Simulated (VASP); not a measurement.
## Si: equation of state with r2SCAN

Si:

```
Si
1.0
     4.12095    0.00000    0.00000
    -2.06047    3.56885    0.00000
     0.00000    0.00000    2.65479
Si
2
Cartesian
  0.0000 2.3792 1.3274
  2.0605 1.1896 1.3274
```

The cell was built by a generator and needn't be a form met in nature.

- Program: VASP 6.6.1
- Task: equation of state
- Functional: r2SCAN
- Potentials or basis: VASP PAW PBE potentials, release 64 (Si)
- Cutoff: 520 eV
- k mesh: 8 × 8 × 10
- Occupations: fermi-dirac, width 0.05 eV
- Spin: no spin polarisation

```json
{
  "Equilibrium volume": "19.25 Å³/atom",
  "Bulk modulus at fixed shape and positions": "88 GPa",
  "Pressure derivative of the bulk modulus": "4.2"
}
```

Energy against volume, from the lowest point:
```
volume (Å³/atom)  energy (meV/atom)
          18.351              12.45
          18.741               3.72
          19.132               0.00
          19.522               0.80
          19.913               5.67
          20.303              14.21
          20.693              26.03
```

All runs of the series together: 11 min on 1 thread of AMD EPYC 9R45 96-Core Processor (Zen 5), with other jobs on the host.

Caveat: the cell was scaled at fixed shape and fractional positions, which overstates the stiffness of a crystal with free parameters, most of all of layers and chains; the PAW data sets were made with another functional, which shifts forces and pressure a little.
